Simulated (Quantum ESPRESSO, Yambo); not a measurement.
# BN (P6_3/mmc): Bethe-Salpeter spectra with Yambo, part 5 of 5

Aim: follow the lowest exciton of BN (P6_3/mmc) as the mesh is refined.

Quantum ESPRESSO 7.5 and Yambo 5.3.0; PBE and many-body steps on it, plane waves. Known limits of the many-body steps: not at the basis limit; coarse k mesh; bindings not settled in the k mesh.

So far. Step 25 (Empty states on the mesh, 15×15×6 mesh, 16 bands): On this mesh the gap is 4.332 eV. Step 27 (k mesh (15×15×6)): The lowest state lies at 5.159 eV, 0.961 eV under the direct gap.

### Step 28. Triplet (no exchange term)

Level of this step: Bethe-Salpeter equation on PBE with a scissors shift, plane waves, norm-conserving pseudopotentials (Yambo).

Contents of bse19.in:

```
optics
bss
bse
em1s
dipoles
rim_cut
RandQpts= 1000000
RandGvec= 1 RL
Chimod= "HARTREE"
BSKmod= "SEX"
BSEmod= "resonant"
BSSmod= "d"
BSENGexx= 1 RL
BSENGBlk= 4 Ry
% BSEQptR
 1 | 1 |
%
% BSEBands
 7 | 10 |
%
% BEnRange
 0 | 8 | eV
%
% BDmRange
 0.1 | 0.1 | eV
%
BEnSteps= 161
% BLongDir
 1 | 0 | 0 |
%
% BndsRnXs
 1 | 16 |
%
NGsBlkXs= 4 Ry
% LongDrXs
 1 | 1 | 1 |
%
% KfnQP_E
 1.45 | 1.0 | 1.0 |
%
WRbsWF
FFTGvecs= 32 Ry
```

Command:

```sh
$ OMP_NUM_THREADS=1 mpirun -n 8 yambo -F bse19.in -J bse19,bse18_W -C bse19 > bse19.log
```

Output:

```text
 Yambo, version 5.3.0

 [02] CORE Variables Setup
 =========================

  [... cell, symmetries and grids as in the set-up ...]

  [02.05] Energies & Occupations
  ==============================

  [X] === General ===
  [X] Electronic Temperature                        :  0.000000  0.000000 [eV K]
  [X] Bosonic    Temperature                        :  0.000000  0.000000 [eV K]
  [X] Finite Temperature mode                       : no
  [X] El. density                                   :  0.44236E+24 [cm-3]
[...]
=========================================

  [WARNING] [r,Vnl^pseudo] included in position and velocity dipoles.

  [WARNING] In case H contains other non local terms, these are neglected

 [07] Static Dielectric Matrix
 =============================

    [08.01.05.02] Main kernel loop
    ==============================

    [08.01.05.03] Wave-Function Phases
    ==================================

    [BSE] WF phases found       :  80.29395 [o/o]

   [08.01.06] BSE solver(s) @q1
   ============================

   [SLK-Digonalization]  Pools        :  2
   [SLK-Digonalization]  BLACS grid   :  2  2

   [08.01.07] Diago Solver @q1
   ===========================

 [11] Game Over & Game summary
```

Elapsed: 6.2 min, on 8 MPI ranks of Arm Neoverse V2, shared host; peak memory 11 GiB; 49 min of CPU time.

The lowest triplet lies at 5.062 eV; without spin-orbit coupling triplets are dark, so no spectrum is read.

The program warns that the window of bands cuts a degenerate level, which breaks the symmetry of states and spectrum.

### Step 29. Spectrum in a wider window

Contents of bse20.in:

```
optics
bss
bse
em1s
dipoles
rim_cut
RandQpts= 1000000
RandGvec= 1 RL
Chimod= "HARTREE"
BSKmod= "SEX"
BSEmod= "resonant"
BSSmod= "h"
BSENGexx= 20 Ry
BSENGBlk= 4 Ry
% BSEQptR
 1 | 1 |
%
% BSEBands
 5 | 12 |
%
% BEnRange
 0 | 11 | eV
%
% BDmRange
 0.1 | 0.1 | eV
%
BEnSteps= 111
% BLongDir
 1 | 0 | 0 |
%
% BndsRnXs
 1 | 16 |
%
NGsBlkXs= 4 Ry
% LongDrXs
 1 | 1 | 1 |
%
% KfnQP_E
 1.45 | 1.0 | 1.0 |
%
BSHayTrs= -0.02
FFTGvecs= 32 Ry
```

Command:

```sh
$ OMP_NUM_THREADS=1 mpirun -n 8 yambo -F bse20.in -J bse20,bse18_W -C bse20 > bse20.log
```

Output:

```text
 Yambo, version 5.3.0

 [02] CORE Variables Setup
 =========================

  [... cell, symmetries and grids as in the set-up ...]

  [02.05] Energies & Occupations
  ==============================

  [X] === General ===
  [X] Electronic Temperature                        :  0.000000  0.000000 [eV K]
  [X] Bosonic    Temperature                        :  0.000000  0.000000 [eV K]
  [X] Finite Temperature mode                       : no
  [X] El. density                                   :  0.44236E+24 [cm-3]
[...]
============================

   [08.01.07] Haydock Solver in the optics basis @q1 using the hermitian scheme
   ============================================================================

   Accuracy (requested)      : -0.020000 [o/o]

   [WARNING] [EPS_extend] Possible inaccuracy in the EPS prolungation

   [WARNING] [EPS_extend] Possible inaccuracy in the EPS prolungation

   [WARNING] [EPS_extend] Possible inaccuracy in the EPS prolungation

[...]
[WARNING] [EPS_extend] Possible inaccuracy in the EPS prolungation

   [WARNING] [EPS_extend] Possible inaccuracy in the EPS prolungation
   Iterations                :  127

 [11] Game Over & Game summary
```

Wall time 6.1 min (8 MPI ranks); peak memory 7.2 GiB.

Numbers from this step:

```
transitions in the window           : 21600
direct gap of the transition levels : 6.120 eV
```

The program warns that the window of bands cuts a degenerate level, which breaks the symmetry of states and spectrum.

### Step 30. The runs together

Times are wall times on 8 MPI ranks of Arm Neoverse V2, shared host, good to a factor of about two.

```
                       run     mesh  transitions  broadening (eV)  direct gap (eV)  lowest state (eV)  binding (eV)  mesh cell's term (eV)  tallest peak (eV)  height     time
                  excitons    6×6×2          576              0.1            6.120              5.072         1.048                  0.796               5.10    33.0    3.7 s
triplet (no exchange term)    6×6×2          576              0.1            6.120              4.996         1.124                  0.796                  -       -    1.9 s
            k mesh (6×6×4)    6×6×4         1152              0.1            6.120              4.961         1.159                  0.633               5.00    33.5    8.7 s
triplet (no exchange term)    6×6×4         1152              0.1            6.120              4.882         1.238                  0.633                  -       -    5.8 s
            k mesh (9×9×4)    9×9×4         2592              0.1            6.120              5.144         0.975                  0.481               5.20    41.2     50 s
triplet (no exchange term)    9×9×4         2592              0.1            6.120              5.049         1.070                  0.481                  -       -     43 s
          k mesh (12×12×4)  12×12×4         3456              0.1            6.120              5.172         0.947                  0.397               5.20    40.9  1.9 min
triplet (no exchange term)  12×12×4         3456              0.1            6.120              5.075         1.045                  0.397                  -       -  1.8 min
          k mesh (12×12×6)  12×12×6         3456              0.1            6.120              5.144         0.976                  0.347               5.20    42.6  2.2 min
triplet (no exchange term)  12×12×6         3456              0.1            6.120              5.047         1.073                  0.347                  -       -  1.8 min
          k mesh (15×15×6)  15×15×6         5400              0.1            6.120              5.159         0.961                  0.299               5.20    42.4    7 min
triplet (no exchange term)  15×15×6         5400              0.1            6.120              5.062         1.058                  0.299                  -       -  6.2 min
spectrum in a wider window  15×15×6        21600              0.1            6.120                  -             -                      -               5.20    44.4  6.1 min
```

### Step 31. Summary of results

```
excitons                   : lowest state 5.072 eV (not settled in the k mesh)
triplet (no exchange term) : lowest state 4.996 eV (not settled in the k mesh)
k mesh (6×6×4)             : lowest state 4.961 eV (not settled in the k mesh)
triplet (no exchange term) : lowest state 4.882 eV (not settled in the k mesh)
k mesh (9×9×4)             : lowest state 5.144 eV
triplet (no exchange term) : lowest state 5.049 eV
k mesh (12×12×4)           : lowest state 5.172 eV
triplet (no exchange term) : lowest state 5.075 eV
k mesh (12×12×6)           : lowest state 5.144 eV
triplet (no exchange term) : lowest state 5.047 eV
```

What this shows: On the 6×6×2 mesh the lowest exciton lies at 5.072 eV, 1.048 eV below the direct gap; one cell of the mesh carries a screened Coulomb term of 0.80 eV by a cubic estimate, rough for this lattice, so this binding is not shown settled. That state is dark or weak; the first strong one lies at 5.092 eV. Bindings below are those of the lowest state. Between the two densest meshes the binding falls by 0.32 of the fall in the mesh cell's term (the screened Coulomb energy of a charge repeated on the supercell that the mesh stands for), so it has nearly stopped following the mesh. Triplet (no exchange term), against «excitons (6×6×2)»: the lowest state moves by −0.076 eV (keys changed: BSENGexx). Triplets are dark. k mesh (6×6×4), against «excitons (6×6×2)»: the lowest state moves by −0.111 eV. Triplet (no exchange term), against «k mesh (6×6×4)»: the lowest state moves by −0.079 eV (keys changed: BSENGexx). Triplets are dark. k mesh (9×9×4), against «k mesh (6×6×4)»: the lowest state moves by +0.184 eV. Triplet (no exchange term), against «k mesh (9×9×4)»: the lowest state moves by −0.095 eV (keys changed: BSENGexx). Triplets are dark. k mesh (12×12×4), against «k mesh (9×9×4)»: the lowest state moves by +0.028 eV (keys changed: BSEBands, the mesh and the band window). Triplet (no exchange term), against «k mesh (12×12×4)»: the lowest state moves by −0.097 eV (keys changed: BSENGexx). Triplets are dark. k mesh (12×12×6), against «k mesh (12×12×4)»: the lowest state moves by −0.029 eV (keys changed: BSEBands, the mesh and the band window). Triplet (no exchange term), against «k mesh (12×12×6)»: the lowest state moves by −0.097 eV (keys changed: BSENGexx). Triplets are dark. A rigid shift treats all transitions alike. In the G0W0 table the openings from the upper filled bands to the empty bands at the same k run from +1.11 to +2.18 eV (median +1.45), where the shift is +1.45 eV, so peaks stand off by such differences. Lines within a few meV of each other can be one level split by numerical noise, or distinct levels. Screening is static and electronic alone, and only transitions inside the band window count. The 6×6×2 mesh is coarse for this cell, which bears on the long-range parts of exchange and screening.

[Paths, hosts, dates, memory and timing lines, banners, echoed tables and standing remarks are left out of the program output.]

[Logs are printed without paths, hosts, clocks, repeated set-up lines and the standing remarks that a program may print on its own settings, such as how far it seeks lower states.]

[Runs of the session that timed out or met a known fault of the program may be left out.]

[Hosts, paths, dates, database ids (printed as entryN), source tags and the programs' standing remarks are cut or masked in the printed files.]
